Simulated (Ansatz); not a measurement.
Write the native input for Ansatz 0.2.0 that does the following.

```
Task                : relaxation of cell and atoms
Functional          : BLYP
Dispersion          : D4
Potentials or basis : all-electron LAPW, scalar-relativistic
Basis error allowed : 0.001 eV/atom
k mesh              : 9 × 9 × 9
Occupations         : fermi-dirac, width 0.05 eV
Spin                : no spin polarisation
```

Bi:

```
Bi
1.0
    -1.98143    1.98143    1.98143
     1.98143   -1.98143    1.98143
     1.98143    1.98143   -1.98143
Bi
1
Direct
  0.00000 0.00000 0.00000
```

This isn't the form of Bi at room conditions, which is rhombohedral.

The input as run:

input.yaml

```yaml
crystal:
  lattice:
    - [-1.9814305318, 1.9814305318, 1.9814305318]
    - [1.9814305318, -1.9814305318, 1.9814305318]
    - [1.9814305318, 1.9814305318, -1.9814305318]
  atoms:
    - { symbol: Bi, position: [0.0, 0.0, 0.0] }
kpoints:
  mp_grid: { grid: [9, 9, 9] }
scf:
  occupations: { method: fermi_dirac, width: 0.05 }
hamiltonian:
  xc: blyp
  dispersion: d4
  pseudopotentials: { kind: all_electron, lapw: { basis_error: 0.001 } }
output:
  forces: true
  stress: true
relax:
  f_tol: 0.02
  max_steps: 60
  cell: {}
```

Potentials or basis: all-electron LAPW, scalar-relativistic.

The run is started by

```bash
$ ansatz run input.yaml --threads 1 --pin off --max-ram 3072MiB --backend cpu --events-out ev --progress --plain --runs-dir out
```

It gave:

* Relaxed volume: 31.20 Å³/atom
* Relaxed cell: a = 3.435 Å, b = 3.435 Å, c = 3.435 Å, α = 109.47°, β = 109.47°, γ = 109.47°
* Space group after relaxing (to 0.05 Å): Im-3m (No. 229)
* Energy gained by relaxing: 0.0 meV/atom
* Ionic steps: 3
* Pressure after relaxing: 0.0 GPa

Wall time 6.5 s on 1 thread of Arm Neoverse V2, on a shared host, peak memory 0.24 GiB.
